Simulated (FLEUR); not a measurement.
# Ti (P6_3/mmc) in FLEUR: a series of runs

One crystal, Ti, is run at these levels: PBEsol; tasks: single point.

Everything below comes from runs of FLEUR MaX-R8.1 (later development tree). Logs are shortened: lines on timing, memory, paths and dates and some standing lists are left out, and cuts for length are marked.

## 1. The structure

The structure is hexagonal, space group P6_3/mmc (No. 194). The conventional cell has a = 2.950 Å, b = 2.950 Å, c = 4.680 Å, α = 90.00°, β = 90.00°, γ = 120.00°. Ti (site symmetry -6m2) is surrounded by 12 Ti at 2.89 to 2.95 Å.

## 2. Single point, PBEsol

Input file inp.xml:

```xml
<?xml version="1.0" encoding="UTF-8" standalone="no"?>
<fleurInput fleurInputVersion="0.39">
   <comment>
      Ti                                                                                                  
   </comment>
   <calculationSetup>
      <cutoffs Kmax="4.1" Gmax="12.7" GmaxXC="12.7" numbands="0"/>
      <scfLoop itmax="60" minDistance="0.00001" maxIterBroyd="15" imix="Anderson" alpha="0.05" precondParam="0.0" spinf="2.0" sdNocoIR="T"/>
      <coreElectrons ctail="T" frcor="F" kcrel="0" coretail_lmax="0"/>
      <xcFunctional name="PBEs" relativisticCorrections="F"/>
      <magnetism jspins="1"/>
      <soc l_soc="F" theta="0.0" phi="0.0" spav="F"/>
      <expertModes spex="0" secvar="F"/>
      <geometryOptimization l_f="T" forcealpha="1.0" forcemix="BFGS" epsdisp="0.0005" epsforce="0.0002"/>
      <ldaU l_linMix="F" mixParam="0.05" spinf="1.0"/>
   </calculationSetup>
   <cell>
      <bzIntegration valenceElectrons="24.0" mode="hist" fermiSmearingEnergy="0.00183747">
         <kPointListSelection listName="default-1"/>
         <!-- k-points included here -->
         <xi:include xmlns:xi="http://www.w3.org/2001/XInclude" href="kpts.xml"> </xi:include>
      </bzIntegration>
      <!-- symmetry operations included here -->
      <xi:include xmlns:xi="http://www.w3.org/2001/XInclude" href="sym.xml"> </xi:include>
      <bulkLattice scale="1.0">
         <bravaisMatrix>
            <row-1>    5.5746920675700000     0.0000000000000000     0.0000000000000000</row-1>
            <row-2>   -2.7873460337850000     4.8278249488590683     0.0000000000000000</row-2>
            <row-3>    0.0000000000000000     0.0000000000000000     8.8439182631279998</row-3>
         </bravaisMatrix>
      </bulkLattice>
   </cell>
   <atomSpecies>
      <species name="Titanium (Ti)" element="Ti" atomicNumber="22">
         <mtSphere radius="2.46" gridPoints="837" logIncrement="0.014"/>
         <atomicCutoffs lmax="10" lnonsphr="10"/>
         <electronConfig flipSpins="F">
            <coreConfig>(1s1/2) (2s1/2) (2p1/2) (2p3/2)</coreConfig>
            <valenceConfig>(3s1/2) (3p1/2) (3p3/2) (4s1/2) (3d3/2) (3d5/2)</valenceConfig>
            <stateOccupation state="(3d3/2)" spinUp="0.400000" spinDown="0.400000"/>
            <stateOccupation state="(3d5/2)" spinUp="0.600000" spinDown="0.600000"/>
         </electronConfig>
         <energyParameters s="4" p="4" d="3" f="4"/>
         <lo type="SCLO" l="0" n="3" eDeriv="0"/>
         <lo type="SCLO" l="1" n="3" eDeriv="0"/>
         <lo type="SCLO" l="1" n="3" eDeriv="1"/>
         <lo type="SCLO" l="2" n="3" eDeriv="2"/>
         <lo type="SCLO" l="3" n="4" eDeriv="2"/>
      </species>
   </atomSpecies>
   <atomGroups>
      <atomGroup species="Titanium (Ti)">
         <relPos label="                   1">-1.000/3.000 1.000/3.000 -1.000/4.000</relPos>
         <relPos label="                   2">1.000/3.000 -1.000/3.000 1.000/4.000</relPos>
         <force calculate="T" relaxXYZ="TTT"/>
      </atomGroup>
   </atomGroups>
   <output dos="F" band="F" slice="F">
      <checks vchk="F" cdinf="F"/>
      <bandDOS minEnergy="-.5*Htr" maxEnergy="0.5*Htr" sigma="0.015" storeEVData="T"/>
      <vacuumDOS vacdos="F" integ="F" star="F" nstars="0" locx1="0.0" locy1="0.0" locx2="0.0" locy2="0.0" nstm="0" tworkf="0.0"/>
      <unfoldingBand unfoldBand="F" supercellX="1" supercellY="1" supercellZ="1"/>
      <plotting iplot="0" polar="F">
         <plot TwoD="T" vec1="  1.0  0.0  0.0" vec2="  0.0  1.0  0.0" vec3="  0.0  0.0  1.0" zero="  0.0  0.0  0.0" file="plot"/>
      </plotting>
      <chargeDensitySlicing numkpt="0" minEigenval="0.0" maxEigenval="0.0" nnne="0" pallst="F"/>
      <specialOutput eonly="F"/>
      <moessbauerParams electricFieldGradient="T" isomerShift="T" coreHyperfine="T" valenceHyperfine="T"/>
      <magneticCircularDichroism mcd="F" energyLo="-10.0" energyUp="0.0"/>
   </output>
  <!-- We include the file relax.xml here to enable relaxations (see documentation) -->
  <xi:include xmlns:xi="http://www.w3.org/2001/XInclude" href="relax.xml"> <xi:fallback/> </xi:include>
</fleurInput>
```

Input file crystal.txt:

```
Ti
&input cartesian=F /
2.9500000000  0.0000000000  0.0000000000
-1.4750000000  2.5547749412  0.0000000000
0.0000000000  0.0000000000  4.6800000000
1.8897261246
1.0 1.0 1.0

2
22 0.6666666666  0.3333333332  0.7500000000
22 0.3333333332  0.6666666666  0.2500000000

&kpt div1=10 div2=10 div3=6 gamma=T /
```

Potentials or basis: all-electron, FLAPW.

Started as:

```console
$ inpgen -f crystal.txt -profile fastHighL
$ # inp.xml edited to the form shown
$ fleur_MPI
```

Output:

```text
Welcome to FLEUR        (www.flapw.de)
      MaX-Release 8.1          (www.max-centre.eu)

 ========== k-point set info ==========
 Selected k-point list: default-1
 k-point list type: mesh
 10 x 10 x 6
 Number of k points: 56

 ------------Calculation Setup---------------------------
 Number of MPI-tasks      :            1
 Number of PE/node        :            1
 Number of OMP-threads    :            1
 Most efficient MPI parallelization for:
           1           2           4           7           8          14          28          56
 Additional eigenvalue parallelization possible
 Number of basis functions:          360
 Approximate size of matrices (H+S) per k-point:         0.002 GB
 --------------------------------------------------------
 Iteration:     1   Distance:       8.16701656 me/bohr^3
 Iteration:     2   Distance:       7.27033758 me/bohr^3
 Iteration:     3   Distance:       2.68226301 me/bohr^3
 Iteration:     4   Distance:       2.12298507 me/bohr^3
 Iteration:     5   Distance:       0.68871179 me/bohr^3
 Iteration:     6   Distance:       0.17721082 me/bohr^3
 Iteration:     7   Distance:       0.05515340 me/bohr^3
 Iteration:     8   Distance:       0.00662036 me/bohr^3
 Iteration:     9   Distance:       0.00620301 me/bohr^3
 Iteration:    10   Distance:       0.00069851 me/bohr^3
 Iteration:    11   Distance:       0.00084134 me/bohr^3
 Iteration:    12   Distance:       0.00007844 me/bohr^3
 Iteration:    13   Distance:       0.00002254 me/bohr^3
 Iteration:    14   Distance:       0.00000471 me/bohr^3

 ********************************************************************
 Run finished successfully
 Stop message:
   Structural relaxation: Done
 ********************************************************************
```

out.xml (last iteration):

```text
<iteration numberForCurrentRun="   15" overallNumber="   15">
         <energyParameters units="Htr">
            <atomicEP atomType="1" spin="1" branch="4s" branchLowest="-1.73" branchHighest="2.04" value="0.2198009545"/>
            <atomicEP atomType="1" spin="1" branch="4p" branchLowest="-0.84" branchHighest="2.52" value="0.3316984401"/>
            <atomicEP atomType="1" spin="1" branch="3d" branchLowest="-9.99" branchHighest="0.56" value="0.3350581411"/>
            <atomicEP atomType="1" spin="1" branch="4f" branchLowest="-9.99" branchHighest="2.97" value="0.6163288530"/>
            <loAtomicEP atomType="1" spin="1" branch="3s" branchLowest="-19.17" branchHighest="-1.73" value="-1.7540462597"/>
            <loAtomicEP atomType="1" spin="1" branch="3p" branchLowest="-15.77" branchHighest="-0.84" value="-0.8859217318"/>
            <loAtomicEP atomType="1" spin="1" branch="3p" branchLowest="-15.77" branchHighest="-0.84" value="-0.8859217318"/>
            <loAtomicEP atomType="1" spin="1" branch="3d" branchLowest="-9.99" branchHighest="0.56" value="0.3346696272"/>
            <loAtomicEP atomType="1" spin="1" branch="4f" branchLowest="-9.99" branchHighest="2.97" value="0.6163316733"/>
         </energyParameters>
         <eigenvalues>
            <eigenvaluesAt spin="1" ikpt="1" k_x="0.00000000" k_y="0.00000000" k_z="0.00000000">
                      -1.7583492215       -1.7535175341       -0.9018410997       -0.8789060385       -0.8789060385
                      -0.8766489970       -0.8753265419       -0.8753265419        0.0958311297        0.2245405858
                       0.3484988945        0.3504424511        0.3504424511        0.3542615275        0.3683891163
                       0.3683891163        0.3811550606        0.3811550606        0.4365620975
            </eigenvaluesAt>
            <eigenvaluesAt spin="1" ikpt="2" k_x="0.00000000" k_y="0.00000000" k_z="0.16666667">
                      -1.7580295493       -1.7538453177       -0.9002131074       -0.8786664727       -0.8786664727
                      -0.8784011895       -0.8755671680       -0.8755671680        0.1042739709        0.2194980729
                       0.3358977172        0.3470260457        0.3470260457        0.3496652274        0.3640066921
                       0.3640066921        0.3899468780        0.3899468780        0.4368437825
            </eigenvaluesAt>
            <eigenvaluesAt spin="1" ikpt="3" k_x="0.00000000" k_y="0.00000000" k_z="0.33333333">
                      -1.7571537460       -1.7547380146       -0.8957271686       -0.8831389644       -0.8780146534
                      -0.8780146534       -0.8762252494       -0.8762252494        0.1282578287        0.1985854363
                       0.3217431671        0.3379287700        0.3442565788        0.3442565788        0.3548147340
                       0.3548147340        0.4072258908        0.4072258908        0.4339467332
            </eigenvaluesAt>
            <eigenvaluesAt spin="1" ikpt="4" k_x="0.00000000" k_y="0.00000000" k_z="0.50000000">
                      -1.7559498729       -1.7559498729       -0.8894947303       -0.8894947303       -0.8771209551
                      -0.8771209551       -0.8771209551       -0.8771209551        0.1631490749        0.1631490749
                       0.3252091977        0.3252091977        0.3470344333        0.3470344333        0.3470344333
                       0.3470344333        0.4236850716        0.4236850716        0.4236850716
            </eigenvaluesAt>
         </eigenvalues>
         <bandgap value="0.0110695015" units="eV"/>
         <sumValenceSingleParticleEnergies value="-15.5669679980" units="Htr"/>
         <FermiEnergy value="0.3217598766" units="Htr"/>
         <valenceDensity>
            <mtCharges spin="1">
               <mtCharge atomType="1" total="10.4693155" s="2.3028826" p="6.1976864" d="1.9554977" f="0.0115925"/>
            </mtCharges>
            <spinDependentCharge spin="1" total="24.0000000" interstitial="3.0613691" mtSpheres="20.9386309"/>
            <totalCharge value="23.9999999999"/>
         </valenceDensity>
         <coreStates atomType="     1" atomicNumber=" 22" spin="1" kinEnergy="    792.0314297211" eigValSum="   -489.2651709424" lostElectrons=" 0.000000">
            <state n="1" l="0" j="0.5" energy="-178.1390954703" weight="1.0000000000"/>
            <state n="2" l="0" j="0.5" energy="-19.1678242226" weight="1.0000000000"/>
            <state n="2" l="1" j="0.5" energy="-15.9163728089" weight="1.0000000000"/>
            <state n="2" l="1" j="1.5" energy="-15.7046464847" weight="2.0000000000"/>
         </coreStates>
         <allElectronCharges>
            <spinDependentCharge spin="1" total="44.0000000" interstitial="3.0613691" mtSpheres="40.9386309"/>
            <totalCharge value="43.9999999999"/>
         </allElectronCharges>
         <moessbauerParams unitsHFF="kG" unitsIS="e/bohr^3" unitsEFG="Htr/bohr^2">
            <coreIsomerShift atomType="1" isTotal="8401.75452">
               <shell n="1" l="0" isomerShift="7719.41953"/>
               <shell n="2" l="0" isomerShift="679.80925"/>
               <shell n="2" l="1" isomerShift="2.52575"/>
            </coreIsomerShift>
            <isomerShift atomType="1" nucleusRadius="0.0000858" averageDensity="8499.79421"/>
            <electricFieldGradient atomType="1" VXX="-0.09291" VYY="-0.09291" VZZ="0.18582" asymParam="0.00000">
            </electricFieldGradient>
         </moessbauerParams>
         <totalEnergy                                    value="    -1705.7422445529" units="Htr">
            <sumOfEigenvalues                            value="     -994.0973098829">
               <coreElectrons value="-978.5303418848"/>
               <valenceElectrons value="-15.5669679980"/>
            </sumOfEigenvalues>
            <densityCoulombPotentialIntegral value="-2608.0903059255"/>
            <densityEffectivePotentialIntegral value="-2715.8834038067"/>
            <chargeDenXCDenIntegral value="-82.4110818667"/>
            <FockExchangeEnergyValence value="0.0000000000"/>
            <FockExchangeEnergyCore value="0.0000000000"/>
            <atomTypeDependentContributions atomType="1">
               <electronNucleiInteractionDifferentMTs value="2021.2598326011"/>
               <MadelungTerm value="-19.8122710463"/>
            </atomTypeDependentContributions>
            <tkbTimesEntropy value="0.0007273040"/>
            <freeEnergy value="-1705.7429718569"/>
            <extrapolationTo0K value="-1705.7426082049"/>
         </totalEnergy>
         <totalForcesOnRepresentativeAtoms units="Htr/bohr">
            <forceTotal atomType="1" x="-2.787346" y="1.609275" z="-2.210980" F_x="0.00000000" F_y="0.00000000" F_z="0.00000000"/>
         </totalForcesOnRepresentativeAtoms>
      </iteration>
```

Wall time 2 min (1 thread of Intel Xeon Platinum 8259CL at 2.50GHz (Skylake/Cascade Lake), shared host); peak memory 0.08 GiB.

Results:

| Item | Value |
| --- | --- |
| Free energy | -46415.6308 eV |
| Band gap on the k mesh | none (metal or under the smearing width) |
| Valence electrons inside the program's atomic spheres | Ti 10.47 (radii Ti 2.46 bohr) |

Levels at points of the mesh, in eV from the Fermi level:
| k point | band 9 | band 10 | band 11 | band 12 | band 13 | band 14 | band 15 | band 16 |
| --- | --- | --- | --- | --- | --- | --- | --- | --- |
| (0.00, 0.00, 0.00) | -6.15 | -2.65 | 0.73 | 0.78 | 0.78 | 0.88 | 1.27 | 1.27 |
| (0.00, 0.00, 0.50) | -4.32 | -4.32 | 0.09 | 0.09 | 0.69 | 0.69 | 0.69 | 0.69 |
| (0.00, 0.50, 0.00) | -2.32 | -2.11 | -1.81 | -0.62 | 0.49 | 0.62 | 1.16 | 3.32 |
| (0.00, 0.50, 0.50) | -2.50 | -2.50 | -0.79 | -0.79 | 1.30 | 1.30 | 1.72 | 1.72 |

Core levels (eV from the Fermi level):
```tsv
atom	levels
1 Ti	1s1/2 -4856.2, 2s1/2 -530.3, 2p1/2 -441.9, 2p3/2 -436.1
2 Ti	1s1/2 -4856.2, 2s1/2 -530.3, 2p1/2 -441.9, 2p3/2 -436.1
```

## 3. Single point, PBEsol (atoms moved at random, drawn with an rms of 0.05 Å)

inp.xml, as its differences from that of step 2:

```diff
@@ -34,3 +34,3 @@
       <species name="Titanium (Ti)" element="Ti" atomicNumber="22">
-         <mtSphere radius="2.46" gridPoints="837" logIncrement="0.014"/>
+         <mtSphere radius="2.46" gridPoints="829" logIncrement="0.015"/>
          <atomicCutoffs lmax="10" lnonsphr="10"/>
@@ -52,4 +52,4 @@
       <atomGroup species="Titanium (Ti)">
-         <relPos label="                   1">-1.000/3.000 1.000/3.000 -1.000/4.000</relPos>
-         <relPos label="                   2">1.000/3.000 -1.000/3.000 1.000/4.000</relPos>
+         <relPos label="                   1">-.3259055000 .3269860000 -.2501215000</relPos>
+         <relPos label="                   2">.3259055000 -.3269860000 .2501215000</relPos>
          <force calculate="T" relaxXYZ="TTT"/>
```

crystal.txt, as its differences from that of step 2:

```diff
@@ -9,4 +9,4 @@
 2
-22 0.6666666666  0.3333333332  0.7500000000
-22 0.3333333332  0.6666666666  0.2500000000
+22 0.6861620000  0.3268800000  0.7484870000
+22 0.3379730000  0.6729080000  0.2487300000
```

Potentials or basis: all-electron, FLAPW.

Started as:

```console
$ inpgen -f crystal.txt -profile fastHighL
$ # inp.xml edited to the form shown
$ fleur_MPI
```

It took 22 min on 1 thread of Intel Xeon Platinum 8259CL at 2.50GHz (Skylake/Cascade Lake), shared host; peak memory 0.14 GiB.

Results (log left out):

* Free energy: -46415.6272 eV
* Largest force: 0.102 eV/Å
* Band gap on the k mesh: none (metal or under the smearing width)
* Valence electrons inside the program's atomic spheres: Ti 10.47 (radii Ti 2.46 bohr)

Forces on the atoms (eV/Å):
```
Ti  -0.090  0.046  0.003
Ti   0.090 -0.046 -0.003
```

Levels at points of the mesh, in eV from the Fermi level:
```csv
k point,band 8,band 9,band 10,band 11,band 12,band 13,band 14,band 15,band 16,band 17
"(0.00, 0.00, 0.00)",-32.57,-6.15,-2.64,0.73,0.75,0.82,0.85,1.26,1.32,1.50
"(0.00, 0.00, 0.50)",-32.62,-4.31,-4.31,0.09,0.10,0.67,0.67,0.72,0.72,2.73
"(0.00, 0.50, 0.00)",-32.64,-2.28,-2.11,-1.75,-0.63,0.49,0.55,1.13,3.31,3.51
"(0.00, 0.50, 0.50)",-32.72,-2.52,-2.52,-0.78,-0.78,1.30,1.30,1.75,1.75,3.45
"(0.50, 0.00, 0.00)",-32.64,-2.28,-2.11,-1.75,-0.63,0.49,0.54,1.12,3.31,3.51
"(0.50, 0.00, 0.50)",-32.72,-2.52,-2.52,-0.78,-0.77,1.30,1.30,1.75,1.75,3.45
"(0.50, 0.50, 0.00)",-32.64,-2.38,-2.11,-1.91,-0.59,0.45,0.83,1.23,3.36,3.52
"(0.50, 0.50, 0.50)",-32.73,-2.46,-2.46,-0.83,-0.83,1.29,1.29,1.71,1.71,3.46
```

Core levels (eV from the Fermi level):
```csv
atom,levels
1 Ti,"1s1/2 -4856.2, 2s1/2 -530.3, 2p1/2 -441.9, 2p3/2 -436.1"
2 Ti,"1s1/2 -4856.2, 2s1/2 -530.3, 2p1/2 -441.9, 2p3/2 -436.1"
```
